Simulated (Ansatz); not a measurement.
# WSe2 (P6_3/mmc): one cell, many starting occupations (series 2)

Aim: start the open shells of WSe2 (P6_3/mmc) from different occupation matrices at one fixed cell, and see in which states the SCF ends. Cell and atoms stay fixed.

Computed with Ansatz 0.2.0 (DFT PBEsol+U (U = 4 eV, J = 0.5 eV on W d), plane waves, PAW, no spin–orbit coupling unless a run says so, unless a step's input says otherwise).

## Step 1: The starting structure

The structure is hexagonal, space group P6_3/mmc (No. 194). Conventional cell: a = 3.290 Å, b = 3.290 Å, c = 12.970 Å, α = 90.00°, β = 90.00°, γ = 120.00°. W (site symmetry -6m2) has 6 Se at 2.53 Å as nearest neighbours. Around Se (site symmetry 3m) lie 3 W at 2.53 Å.

As a file:

```xyz
6
Lattice="3.2900 0.0000 0.0000 -1.6450 2.8492 0.0000 0.0000 0.0000 12.9700" Properties=species:S:1:pos:R:3 pbc="T T T"
W     0.0000    1.8995    3.2425
W     1.6450    0.9497    9.7275
Se    0.0000    1.8995    8.0544
Se    1.6450    0.9497    1.5694
Se    0.0000    1.8995   11.4006
Se    1.6450    0.9497    4.9156
```

Magnetic order typed: opposed in the cell.

The runs: random orbitals: single harmonics, second filling; random orbitals: fully mixed, first filling; random orbitals: single harmonics, first filling; random orbitals: fully mixed, one electron more; random orbitals: drawn by pairs, second filling.

An earlier series on this cell reached its lowest free state from «random orbitals: single harmonics, first filling», perhaps among other starts (it ended without moments).

## Step 2: Random orbitals: single harmonics, second filling

The input, input.yaml:

```yaml
crystal:
  lattice:
    - [3.28999882, 0.0, 0.0]
    - [-1.64499941, 2.84922255, 0.0]
    - [0.0, 0.0, 12.97000144]
  atoms:
    - { symbol: W, position: [0.3333333333, 0.6666666667, 0.25], spin: 0.3 }
    - { symbol: W, position: [0.6666666667, 0.3333333333, 0.75], spin: -0.3 }
    - { symbol: Se, position: [0.3333333333, 0.6666666667, 0.621] }
    - { symbol: Se, position: [0.6666666667, 0.3333333333, 0.121] }
    - { symbol: Se, position: [0.3333333333, 0.6666666667, 0.879] }
    - { symbol: Se, position: [0.6666666667, 0.3333333333, 0.379] }
basis:
  ecutwfc: 420
  ecutrho_ratio: 4
kpoints:
  mp_grid: { grid: [7, 7, 2] }
hamiltonian:
  xc: pbesol
  hubbard:
    sites:
      - { site: 0, l: d, u: 4.0, j: 0.5, starting_ns: [{ spin: up, occupation_matrix: s0up }, { spin: down, occupation_matrix: s0down }] }
      - { site: 1, l: d, u: 4.0, j: 0.5, starting_ns: [{ spin: up, occupation_matrix: s1up }, { spin: down, occupation_matrix: s1down }] }
    occupation_matrices:
      s0up:
        matrix:
          - [0.02, 0.0, 0.0, 0.0, 0.0]
          - [0.0, 0.02, 0.0, 0.0, 0.0]
          - [0.0, 0.0, 0.02, 0.0, 0.0]
          - [0.0, 0.0, 0.0, 0.97, 0.0]
          - [0.0, 0.0, 0.0, 0.0, 0.02]
      s0down:
        matrix:
          - [0.02, 0.0, 0.0, 0.0, 0.0]
          - [0.0, 0.02, 0.0, 0.0, 0.0]
          - [0.0, 0.0, 0.02, 0.0, 0.0]
          - [0.0, 0.0, 0.0, 0.97, 0.0]
          - [0.0, 0.0, 0.0, 0.0, 0.02]
      s1up:
        matrix:
          - [0.02, 0.0, 0.0, 0.0, 0.0]
          - [0.0, 0.02, 0.0, 0.0, 0.0]
          - [0.0, 0.0, 0.02, 0.0, 0.0]
          - [0.0, 0.0, 0.0, 0.97, 0.0]
          - [0.0, 0.0, 0.0, 0.0, 0.02]
      s1down:
        matrix:
          - [0.02, 0.0, 0.0, 0.0, 0.0]
          - [0.0, 0.02, 0.0, 0.0, 0.0]
          - [0.0, 0.0, 0.02, 0.0, 0.0]
          - [0.0, 0.0, 0.0, 0.97, 0.0]
          - [0.0, 0.0, 0.0, 0.0, 0.02]
    ns_hold: { iters: 12 }
scf:
  occupations: { method: gaussian, width: 0.05 }
  lower_state_search: "off"
  max_iter: 150
output:
  forces: true
  stress: true
  eigenvalues: true
  populations: true
  hubbard: { sites: [{ site: 0, l: d }, { site: 1, l: d }] }
magnetization:
  spin_polarized: true
```

The typed matrices put 0.97 on the chosen orbitals and 0.02 on the others, and are held for 12 cycles.

Run with:

```bash
$ ansatz run input.yaml --threads 4 --pin off --max-ram 6144MiB --backend cpu --events-out ev --progress --plain --runs-dir out
```

Standard output:

```text
Warning: crystal.symmetry: narrowed to the stabiliser of the occupation matrices — unitary ops 12 → 4, anti-unitary 12 → 4; lowered by the specified shells (site 0, l: d), (site 1, l: d); largest admitted image defect 4.4e-16, smallest excluded 7.1e-1 — at a splitting's scale: the group the occupation matrices' own texture admits
Warning: RAYON_NUM_THREADS=4 ignored (pool sized by the plan → 4); use --threads N
W: projections on atomic orbitals take those of the free atom [Kr 4d10 4f14] 5s2 5p6 5d4 6s2, of charge +0.00 (hamiltonian.pseudopotentials.projection_atoms); the dataset's partial waves leave at most 6.5e-5 of an orbital's norm unspanned inside its sphere
Se: projections on atomic orbitals take those of the free atom [Ar] 3d10 4s2 4p4, of charge +0.00 (hamiltonian.pseudopotentials.projection_atoms); the dataset's partial waves leave at most 2.3e-6 of an orbital's norm unspanned inside its sphere
Engine: ansatz 0.2.0, aarch64-unknown-linux-gnu
Pseudopotentials: kind: paw
Pseudopotential: W, paw, valence charge 14, recommended cutoff 420 eV (normal), W.paw.azcp
Pseudopotential: Se, paw, valence charge 16, recommended cutoff 420 eV (normal), Se.paw.azcp
Functional definition: PBEsol
  exchange = pbesol_x
  correlation = pbesol_c
Crystal: 6 atoms, lattice volume = 121.580 Å³
Basis set: ecut = 420 eV, 2419 PW (Γ), exchange–correlation on 48×48×180 points (8 copies of the dense FFT grid, shifted against one another)
Bands: 56, of which v1, the nominal top of the filled ones, is band 46 counted from 1 (45 counted from 0)
Symmetry: 4 space group operations
k-points: 32 of 98 (time reversal used)
Non-local potential: W, projectors of the file, l = 0: 3, l = 1: 2, l = 2: 2, l = 3: 1
Non-local potential: Se, projectors of the file, l = 0: 2, l = 1: 2, l = 2: 3, l = 3: 1
PAW form: soft (Blöchl's): semilocal exchange-correlation on the pseudo side does not see the compensation charge
PAW frozen core: W, regenerated for the run's functional, and the local potential with it (the file was generated under x = pbe(κ = 0.804, μ = 0.2195149727645171), c = pbe(β = 0.06672455060314922))
PAW frozen core: Se, regenerated for the run's functional, and the local potential with it (the file was generated under x = pbe(κ = 0.804, μ = 0.2195149727645171), c = pbe(β = 0.06672455060314922))
PAW one-centre angular grid: W, 590 points (default); XC on 64 Gauss nodes
PAW one-centre angular grid: Se, 590 points (default); XC on 64 Gauss nodes
Initial density: superposition of atomic densities (chi_scale 0.1, normalization cell)
Starting moments: Σ|m| = 0.6 μB on 2 of 6 sites
Initial wavefunctions: pseudopotential atomic-orbital guess
Functional: x = pbesol(κ = 0.804, μ = 0.12345679012345678), c = pbesol(β = 0.046)
SCF iter   1: F=—  HF=-42200.351659 eV  |F-HF|=—  |Δ(HF+E_count)|=         —  Δρ=2.65e-2 (↑2.65e-2 ↓2.65e-2)  dr2=3.20e0  dr2_m=5.86e-2  M=0.000 μB ∫|m|=0.120 μB  β_m=0.30  ethr=3.10e-3  ⟨swp⟩=6.1  Hψ=12883  notcnv=0  defer=2
preconditioner: auto → Resta (q_TF=auto, 2.604 Å⁻¹)  ε∞=5.6  [insulator: Δε(μ)=0.451 eV  Ē_g=9.453 eV  σ=0.050 eV  W_gap=1.00  n_scr=40 (ndim 8)  ℏωp=20.2 eV  f_vac=0.022  D(μ)=0.00/eV (n_scr^D=0)  ε∞_Penn≈5.6]
spin=Collinear: Resta preconditioning applied to the charge; magnetization (m = ρ↑ − ρ↓) channel mixes plain (no charge-response kernel on spin).
SCF iter   2: F=—  HF=-42199.790532 eV  |F-HF|=—  |Δ(HF+E_count)|=   5.61e-1  Δρ=1.73e-2 (↑1.73e-2 ↓1.73e-2)  dr2=1.13e0  dr2_m=2.98e-2  M=0.000 μB ∫|m|=0.101 μB  β_m=0.30  ethr=3.10e-3  ⟨swp⟩=2.0  Hψ=4628  notcnv=0  defer=168
SCF iter   3: F=—  HF=-42199.543669 eV  |F-HF|=—  |Δ(HF+E_count)|=   2.47e-1  Δρ=8.43e-3 (↑8.43e-3 ↓8.43e-3)  dr2=3.49e-1  dr2_m=1.53e-2  M=0.000 μB ∫|m|=0.084 μB  β_m=0.30  ethr=1.23e-3  ⟨swp⟩=2.0  Hψ=4778  notcnv=0  defer=172
SCF iter   4: F=—  HF=-42199.480643 eV  |F-HF|=—  |Δ(HF+E_count)|=   6.30e-2  Δρ=3.16e-3 (↑3.16e-3 ↓3.16e-3)  dr2=1.77e-2  dr2_m=8.02e-3  M=0.000 μB ∫|m|=0.066 μB  β_m=0.30  ethr=3.80e-4  ⟨swp⟩=2.1  Hψ=4980  notcnv=0  defer=172
SCF iter   5: F=—  HF=-42199.480526 eV  |F-HF|=—  |Δ(HF+E_count)|=   1.17e-4  Δρ=2.22e-3 (↑2.22e-3 ↓2.22e-3)  dr2=6.14e-3  dr2_m=4.24e-3  M=0.000 μB ∫|m|=0.052 μB  β_m=0.30  ethr=1.92e-5  ⟨swp⟩=2.2  Hψ=5443  notcnv=0  defer=172
SCF iter   6: F=—  HF=-42199.481450 eV  |F-HF|=—  |Δ(HF+E_count)|=   9.24e-4  Δρ=1.47e-3 (↑1.47e-3 ↓1.47e-3)  dr2=5.78e-4  dr2_m=2.27e-3  M=0.000 μB ∫|m|=0.041 μB  β_m=0.30  ethr=6.68e-6  ⟨swp⟩=2.0  Hψ=4926  notcnv=0  defer=172
SCF iter   7: F=—  HF=-42199.481930 eV  |F-HF|=—  |Δ(HF+E_count)|=   4.80e-4  Δρ=1.07e-3 (↑1.07e-3 ↓1.07e-3)  dr2=2.33e-4  dr2_m=1.22e-3  M=0.000 μB ∫|m|=0.033 μB  β_m=0.30  ethr=6.29e-7  ⟨swp⟩=2.8  Hψ=6298  notcnv=0  defer=172
SCF iter   8: F=—  HF=-42199.482334 eV  |F-HF|=—  |Δ(HF+E_count)|=   4.04e-4  Δρ=7.74e-4 (↑7.74e-4 ↓7.74e-4)  dr2=1.93e-5  dr2_m=6.61e-4  M=0.000 μB ∫|m|=0.026 μB  β_m=0.30  ethr=2.53e-7  ⟨swp⟩=2.0  Hψ=6378  notcnv=0  defer=172
Mixer restart at iter 8: flushing history
spin-set hold released at iteration 8 (site moments contracting): the magnetisation degrees of freedom join the quasi-Newton model from the next iteration; the mixer history was flushed
SCF iter   9: F=—  HF=-42199.482445 eV  |F-HF|=—  |Δ(HF+E_count)|=   1.11e-4  Δρ=5.72e-4 (↑5.72e-4 ↓5.72e-4)  dr2=9.77e-6  dr2_m=3.61e-4  M=0.000 μB ∫|m|=0.021 μB  β_m=0.65  ethr=2.10e-8  ⟨swp⟩=2.0  Hψ=6280  notcnv=0  defer=172
[... 12 lines left out ...]
SCF iter  21: F=—  HF=-42204.385149 eV  |F-HF|=—  |Δ(HF+E_count)|=   1.54e-1  Δρ=6.19e-3 (↑6.19e-3 ↓6.19e-3)  dr2=7.26e-2  dr2_m=6.05e-11  M=0.000 μB ∫|m|=0.000 μB  β_m=0.45  ethr=7.07e-12  ⟨swp⟩=7.7  Hψ=18824  notcnv=0  defer=120
SCF iter  22: F=—  HF=-42204.669241 eV  |F-HF|=—  |Δ(HF+E_count)|=   2.84e-1  Δρ=6.09e-3 (↑6.09e-3 ↓6.09e-3)  dr2=8.64e-2  dr2_m=3.24e-11  M=0.000 μB ∫|m|=0.000 μB  β_m=0.89  ethr=7.07e-12  ⟨swp⟩=7.6  Hψ=19086  notcnv=0  defer=160
SCF iter  23: F=—  HF=-42204.826478 eV  |F-HF|=—  |Δ(HF+E_count)|=   1.57e-1  Δρ=1.54e-3 (↑1.54e-3 ↓1.54e-3)  dr2=1.13e-2  dr2_m=2.51e-12  M=0.000 μB ∫|m|=0.000 μB  β_m=0.85  ethr=7.07e-12  ⟨swp⟩=7.8  Hψ=20102  notcnv=0  defer=166
SCF iter  24: F=—  HF=-42204.823792 eV  |F-HF|=—  |Δ(HF+E_count)|=   2.69e-3  Δρ=5.08e-4 (↑5.08e-4 ↓5.08e-4)  dr2=6.20e-4  dr2_m=1.77e-12  M=0.000 μB ∫|m|=0.000 μB  β_m=0.78  ethr=7.07e-12  ⟨swp⟩=7.0  Hψ=20398  notcnv=0  defer=166
SCF iter  25: F=—  HF=-42204.823041 eV  |F-HF|=—  |Δ(HF+E_count)|=   7.50e-4  Δρ=2.07e-4 (↑2.07e-4 ↓2.07e-4)  dr2=1.59e-4  dr2_m=8.48e-13  M=0.000 μB ∫|m|=0.000 μB  β_m=0.89  ethr=7.07e-12  ⟨swp⟩=6.0  Hψ=16575  notcnv=0  defer=166
SCF iter  26: F=—  HF=-42204.823072 eV  |F-HF|=—  |Δ(HF+E_count)|=   3.13e-5  Δρ=3.18e-5 (↑3.18e-5 ↓3.18e-5)  dr2=3.32e-6  dr2_m=1.70e-13  M=0.000 μB ∫|m|=0.000 μB  β_m=0.94  ethr=7.07e-12  ⟨swp⟩=5.0  Hψ=11076  notcnv=0  defer=166
SCF iter  27: F=—  HF=-42204.823073 eV  |F-HF|=—  |Δ(HF+E_count)|=   4.47e-7  Δρ=4.78e-6 (↑4.78e-6 ↓4.78e-6)  dr2=1.30e-7  dr2_m=4.49e-14  M=0.000 μB ∫|m|=0.000 μB  β_m=0.97  ethr=7.07e-12  ⟨swp⟩=3.8  Hψ=8048  notcnv=0  defer=166
iter 28 met the thresholds in force, and the SCF goes on: an eigenvalue changes by 0.075 meV, over its tolerance of 0.068 meV (output.eigenvalues, Limitations)
SCF iter  28: F=-42204.823073 eV  HF=-42204.823073 eV  |F-HF|=7.71e-10  |Δ(HF+E_count)|=   4.18e-8  Δρ=1.15e-6 (↑1.15e-6 ↓1.15e-6)  dr2=1.23e-8  dr2_m=1.46e-14  M=0.000 μB ∫|m|=0.000 μB  β_m=0.99  ethr=7.07e-12  ⟨swp⟩=9.6  Hψ=11594  notcnv=0
SCF iter  29: F=-42204.823073 eV  HF=-42204.823073 eV  |F-HF|=7.25e-9  |Δ(HF+E_count)|=   6.05e-9  Δρ=7.84e-7 (↑7.84e-7 ↓7.83e-7)  dr2=9.18e-9  dr2_m=5.62e-15  M=0.000 μB ∫|m|=0.000 μB  ethr=7.07e-12  ⟨swp⟩=1.7  Hψ=10169  notcnv=0
WARN: the starting moments were not kept: the SCF closed with an absolute magnetisation of 4.2e-7 μB, where they sum to 0.6 μB in size (2 sites). That is at most 0.1 of that sum. Measured as dr2_m measures the in/out step, that magnetisation stands 3.4e-14 eV from none, at or under the dr2_threshold of 1.0e-7 eV: it is no larger than a step whose dr2_m would equal this threshold. The system may hold no moment; this SCF shows only that its start led to no more than that. To try another start: raise the starting moments (crystal.atoms[].spin, magnetization.per_species, magnetization.initial_magnetization, or on a non-collinear deck that types none of these the spinor_matrix: blocks that start its atoms; where the total moment is fixed, keep their sum and leave initial_magnetization as it is; typed ones take the place of any that the run laid by itself, positive ones on a crystal's lanthanoids without a Hubbard term where scf.initial_density.shell_occupations: [] is typed) or, if the notice of its spin-set hold's release reads "site moments contracting" or "site moments show no strong build", lengthen the hold (scf.mixing.spin_hold: { on: { confirm: 4 } }; for m-r²SCAN on two components see the key's manual first). Each may lead to a state that holds a moment. A second SCF, from the converged charge density, with the starting moments and any scf.initial_density.shell_occupations laid on it anew, would have followed, and was not run: the deck does not ask for one (magnetization.retry_lost_moments is false, the default). To let it run, set magnetization.retry_lost_moments: true and run the deck again, where that key's refused combinations let it; where memory then withholds it, that run's warning says so.
WARN: hamiltonian.hubbard: on 4 of 4 specified blocks the occupation matrix of this SCF's result fails the test of the specified filling. At site 0 ↑ (sites count from 0 in the list of atoms of the cell that this SCF solves) the least filled combination of the orbitals specified full has occupation 0.514, and the fullest combination of the orbitals specified empty has occupation 0.574; the filling counts as kept where the first is at least 0.75 and exceeds the second by more than 0.25. The same holds at site 0 ↓, site 1 ↑, site 1 ↓. The state of this SCF's result may not hold the specified filling, though these bounds can also misjudge a state that does. This warning does not say which state is lower in energy, or whether the specified filling is a self-consistent state at all; see hamiltonian.hubbard.sites[].starting_ns, Limitations, and scf.initial_density.shell_occupations in the input reference
SCF 1 converged in 29 iterations: F = -42204.823073 eV  dr2 = 9.18e-9
SCF converged after 29 iterations
an eigenvalue changed by more than its tolerance at an iteration that met the thresholds in force, so the SCF went on 1 time: the last check found none over its tolerance
Magnetization: 0.0000 μB (46.0000 up, 46.0000 down)
Absolute magnetization: 0.0000 μB (∫|ρ↑−ρ↓|, with the PAW one-centre terms)
Spin contamination: 0.0000 ħ² per cell (⟨S²⟩ above its minimum at these occupations)
Per-site moments (μB) at R_I (Å): [(1.2066494090341949e-8, 1.044154378406521), (3.4705414952173128e-9, 1.044154378406521), (-2.838294270013896e-10, 1.044154378406521), (-4.408148395517582e-9, 1.0441543784065213), (-2.8382938797288463e-10, 1.0441543784065217), (-4.408148499478333e-9, 1.044154378406521)]
Free energy (F): -42204.823073 eV
Harris-Foulkes:  -42204.823073 eV  (|F-HF|=7.25e-9)
Internal energy: -42204.823073 eV  (E = F + TS)
E sigma→0 (E₀):  -42204.823073 eV
Fermi energy:    13.245697 eV
--- Per-component energies (eV) ---
  E_band       = -1696.870902
  E_kinetic    = 1378.662077
  E_local      = -11443.150275  (includes V_loc(G=0)·N_el)
  E_nonlocal   = -2361.978187
  E_hartree    = 5493.698680
  E_xc         = -945.736338
  E_vxc        = -872.287489  (∫ρ·V_xc dr)
  E_hubbard    = 8.686665  (on-site DFT+U / exact-exchange correction)
  E_vhub       = -0.281280  (the Hubbard potential's part of the band-sum identity)
  E_paw        = -24344.633549  (= ΣΔE_a)
  E_vpaw       = 614.767791  (= ΣTr[D̂ρ^β])
  E_aug_tail   = -0.002495  (compensation charges beyond the density's cutoff)
  E_ewald      = -9994.847037
  E_core_change = 4.477386  (= ΣΔE_core)
  E_smearing   = -0.000000  (= −TS)
  E_closure    = 0.000000  (closes the sum)
  Σ components = -42204.823073   (vs F -42204.823073, Δ=0.00e0)
--- DFT+U+J on-site energies (Liechtenstein; fll double counting; per corrected site; eV) ---
  site 0 (l=d): U=4.0000  J=0.5000  Tr N=5.0442  E_int=43.222577  E_dc=38.879244  E_U=4.343332
  site 1 (l=d): U=4.0000  J=0.5000  Tr N=5.0442  E_int=43.223243  E_dc=38.879910  E_U=4.343333
--- Specified on-site occupations, and those of the state reported ---
  electrons in the specified blocks: 4.2000 specified, 10.0883 found
  site 1 (l=d) ↑: largest change of an orbital's occupation 0.5541; electrons 1.0500 specified, 2.5221 found; spectral distance 1.0159
  site 1 (l=d) ↓: largest change of an orbital's occupation 0.5541; electrons 1.0500 specified, 2.5221 found; spectral distance 1.0159
  site 0 (l=d) ↑: largest change of an orbital's occupation 0.5541; electrons 1.0500 specified, 2.5221 found; spectral distance 1.0159
  site 0 (l=d) ↓: largest change of an orbital's occupation 0.5541; electrons 1.0500 specified, 2.5221 found; spectral distance 1.0159
--- Forces (eV/Å), atoms counted from 1 ---
  atom   1  W      0.00000000     0.00000193     0.00000000
  atom   2  W      0.00000000    -0.00000190     0.00000000
  atom   3  Se     0.00000000     0.00000088     0.13201797
  atom   4  Se     0.00000000    -0.00000087     0.13200028
  atom   5  Se     0.00000000     0.00000088    -0.13201797
  atom   6  Se     0.00000000    -0.00000087    -0.13200028
  max |Σ_I F_I| component: 6.13e-8 eV/Å
--- Stress (GPa, compression-positive) ---
       -1.457396       0.000000       0.000000
        0.000000      -1.457398       0.000000
        0.000000       0.000000      -0.595093
  P = ⅓ Tr σ = -1.1700 GPa (-11.700 kbar)
--- Band table (eV; the first three rows and the last of 64) ---
  k-point 0 ↑: bands = ["-61.4205", "-61.4204", "-35.0475", "-35.0475", "-35.0474", "-35.0474", "-35.0469", "-35.0469", "-35.0468", "-35.0468", "-35.0182", "-35.0182", "-35.0179", "-35.0179", "-35.0170", "-35.0170", "-35.0167", "-35.0167", "-35.0061", "-35.0058", "-35.0038", "-35.0036", "-25.6888", "-25.6887", "-25.5761", "-25.5761", "-25.5760", "-25.5760", "-2.4743", "-2.2211", "-1.2906", "-0.8659", "5.6014", "6.6863", "9.1688", "10.0912", "10.0912", "10.1078", "10.1078", "11.3416", "11.3416", "11.3988", "11.3989", "11.5078", "11.7700", "12.6553", "15.5079", "15.5079", "15.5349", "15.5349", "15.5556", "15.5556", "15.7464", "15.7464", "17.2148", "17.9128"]
  k-point 1 ↑: bands = ["-61.4205", "-61.4204", "-35.0475", "-35.0475", "-35.0474", "-35.0474", "-35.0469", "-35.0469", "-35.0468", "-35.0468", "-35.0181", "-35.0181", "-35.0181", "-35.0181", "-35.0169", "-35.0169", "-35.0168", "-35.0168", "-35.0060", "-35.0059", "-35.0037", "-35.0037", "-25.6888", "-25.6887", "-25.5761", "-25.5761", "-25.5760", "-25.5760", "-2.3662", "-2.3662", "-1.0624", "-1.0624", "6.0573", "6.0573", "10.0993", "10.0993", "10.0994", "10.0994", "10.1657", "10.1657", "11.3701", "11.3701", "11.3702", "11.3702", "12.4624", "12.4624", "15.5045", "15.5045", "15.5045", "15.5045", "15.6674", "15.6674", "15.6674", "15.6674", "17.5948", "17.5948"]
  k-point 2 ↑: bands = ["-61.4184", "-61.4183", "-35.0474", "-35.0473", "-35.0470", "-35.0470", "-35.0467", "-35.0466", "-35.0461", "-35.0460", "-35.0184", "-35.0184", "-35.0181", "-35.0181", "-35.0175", "-35.0172", "-35.0171", "-35.0168", "-35.0057", "-35.0054", "-35.0034", "-35.0031", "-25.6794", "-25.6793", "-25.6212", "-25.6211", "-25.5865", "-25.5864", "-2.1701", "-1.9200", "-1.1169", "-0.7236", "5.9939", "7.0733", "8.9114", "9.2428", "9.2940", "10.2692", "10.3753", "10.4122", "10.8631", "10.9370", "11.1145", "11.5466", "11.8865", "12.1679", "14.6084", "15.0874", "15.1431", "15.1478", "15.3604", "15.4151", "15.9207", "16.0847", "18.5556", "19.1736"]
  k-point 31 ↓: bands = ["-61.4111", "-61.4110", "-35.0472", "-35.0471", "-35.0464", "-35.0463", "-35.0439", "-35.0439", "-35.0436", "-35.0436", "-35.0193", "-35.0193", "-35.0190", "-35.0190", "-35.0183", "-35.0182", "-35.0174", "-35.0174", "-35.0042", "-35.0041", "-35.0017", "-35.0017", "-25.7636", "-25.7635", "-25.6455", "-25.6454", "-25.6435", "-25.6434", "-0.6986", "-0.6986", "-0.2095", "-0.2095", "6.8884", "6.8884", "7.7160", "7.7160", "8.2506", "8.2506", "9.3108", "9.3108", "10.0730", "10.0730", "10.7310", "10.7310", "11.7211", "11.7211", "14.3229", "14.3229", "15.0438", "15.0439", "15.8006", "15.8007", "16.9648", "16.9649", "18.7383", "18.7384"]
Occupation matrices written to <dir>
--- Löwdin populations: 6 sites ---
  site symbol       q [e]    m [muB]
     0      W     13.6304     0.0000
     1      W     13.6304     0.0000
     2     Se     16.0828    -0.0000
     3     Se     16.0829    -0.0000
     4     Se     16.0828    -0.0000
     5     Se     16.0829    -0.0000
  spilling = 0.004432 (of n_electrons = 92.000000)
--- Occupation matrices: 2 shells (run DFT+U table (all-electron-ortho-atomic); ε = 2.00e-2, under-converged) ---
  W0 d_5D: site group D3h (-6m2)
  W0 d_5D up     Tr n = 2.5221  λ = 0.460 0.460 0.514 0.514 0.574  [2× xz 0.50 E''(1.00) | 2× x2-y2 0.50 E'(1.00) | z2 1.00 A1'(1.00)]
  W0 d_5D dn     Tr n = 2.5221  λ = 0.460 0.460 0.514 0.514 0.574  [2× xz 0.50 E''(1.00) | 2× x2-y2 0.50 E'(1.00) | z2 1.00 A1'(1.00)]
  specified occupation → W0 d_5D up: matrix, ‖Δ‖_F = 1.0707, Tr Δ = -1.4721, displaced = 1.1922, d_λ = 1.0159; orbital distance = 1.4142
  specified occupation → W0 d_5D dn: matrix, ‖Δ‖_F = 1.0707, Tr Δ = -1.4721, displaced = 1.1922, d_λ = 1.0159; orbital distance = 1.4142
  W1 d_5D: site group D3h (-6m2)
  W1 d_5D up     Tr n = 2.5221  λ = 0.460 0.460 0.514 0.514 0.574  [2× xz 0.50 E''(1.00) | 2× x2-y2 0.50 E'(1.00) | z2 1.00 A1'(1.00)]
  W1 d_5D dn     Tr n = 2.5221  λ = 0.460 0.460 0.514 0.514 0.574  [2× xz 0.50 E''(1.00) | 2× x2-y2 0.50 E'(1.00) | z2 1.00 A1'(1.00)]
  specified occupation → W1 d_5D up: matrix, ‖Δ‖_F = 1.0707, Tr Δ = -1.4721, displaced = 1.1922, d_λ = 1.0159; orbital distance = 1.4142
  specified occupation → W1 d_5D dn: matrix, ‖Δ‖_F = 1.0707, Tr Δ = -1.4721, displaced = 1.1922, d_λ = 1.0159; orbital distance = 1.4142
  Tr n, λ and their labels are of the run-group-symmetrised matrices; stabiliser: 48 of 48 elements of G0×{1,Θ} (closed), max defect 1.2e-5 at τ = 4.7e-3
```

Wall time 53 s (4 threads of Arm Neoverse V1, shared host); peak memory 0.73 GiB.

End state: a gap on the mesh of 1.18 eV, pressure -1.2 GPa, no moment over 0.05 μB in any sphere, largest force component 0.13 eV/Å, 4 symmetry operations imposed. The program reports that the typed filling wasn't kept.

How the shells are filled (orbitals counted by the eigenvalues of the occupation matrices):

```
        shell  channel  electrons  over 0.8  0.2 to 0.8  under 0.2
W 5d (atom 1)       up       2.52         0           5          0
W 5d (atom 1)     down       2.52         0           5          0
```

[end of part 1 of 3]
